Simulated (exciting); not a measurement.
Sb:

```
Sb
1.0
     0.00000    2.37124    2.37124
     2.37124    0.00000    2.37124
     2.37124    2.37124    0.00000
Sb
1
Direct
  0.00000 0.00000 0.00000
```

This isn't the form of Sb at room conditions, which is rhombohedral.

* Program: exciting (release sodium)
* Task: single point
* Functional: PBEsol
* Potentials or basis: all-electron LAPW+lo, shipped species files, valence relativity iora*
* rgkmax: 9
* k mesh: 10 × 10 × 10
* Occupations: fermi-dirac, width 0.05 eV
* Spin: no spin polarisation
* gmaxvr (cutoff of density and potential): 14 1/bohr
* lmaxapw (and lmaxmat): 10
* lmaxvr: 8
* nempty: 8
* Valence relativity: iora*
* epsengy: 1e-05 Ha
* epspot: 1e-05 Ha
* maxscl: 60
* Muffin-tin radii: Sb 2.3 bohr

On this cell: band gap on the k mesh none (metal or under the smearing width).

The same run follows on a disturbed copy (cell strained at random at fixed volume):

```xyz
1
Lattice="-0.0168 2.3807 2.4017 2.3698 0.0443 2.3405 2.4096 2.3595 0.0045" Properties=species:S:1:pos:R:3 pbc="T T T"
Sb    0.0053   -0.0427    0.0125
```

What does the disturbed cell give?

The energy (extrapolated to zero smearing) moves by -1.9 meV/atom; band gap on the k mesh none (metal or under the smearing width).

The energy falls, though the first cell shows no forces: that form is unstable against this distortion, unless noise or another electronic state is at work.

Caveats: the free energy is that total less TS from the occupations.
